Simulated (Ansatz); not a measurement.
Input of an Ansatz 0.2.0 run:

File input.yaml:

```yaml
crystal:
  lattice:
    - [4.5664, 0.0, 0.0]
    - [-2.2832, 3.95462, 0.0]
    - [0.0, 0.0, 2.83374]
  atoms:
    - { symbol: As, position: [0.33333, 0.66667, 0.0] }
    - { symbol: As, position: [0.66667, 0.33333, 0.0] }
hamiltonian:
  xc: pbesol
  pseudopotentials: { kind: paw }
kpoints:
  mp_grid: { grid: [7, 7, 9] }
scf:
  occupations: { method: fermi_dirac, width: 0.05 }
output:
  forces: true
  stress: true
  eigenvalues: true
relax:
  f_tol: 0.01
  max_steps: 40
  cell: { stress_tol: 0.05 }
```

Potentials or basis: Ansatz PAW.

Launch:

```sh
$ ansatz run input.yaml --threads 2 --pin off --max-ram 5632MiB --backend cpu --events-out ev --progress --plain --runs-dir out
```

(1) Predict the band gap on the k mesh.

(2) Estimate the relaxed cell.

(3) What does it give for the relaxed volume?

Results:

(1) none (metal or under the smearing width).

(2) a = 4.477 Å, b = 4.477 Å, c = 2.799 Å, α = 90.00°, β = 90.00°, γ = 120.00°.

(3) 24.30 Å³/atom.

Caveat: the PAW data sets come from PBE, with cores solved anew for the run's functional, which leaves a small shift of forces and pressure.
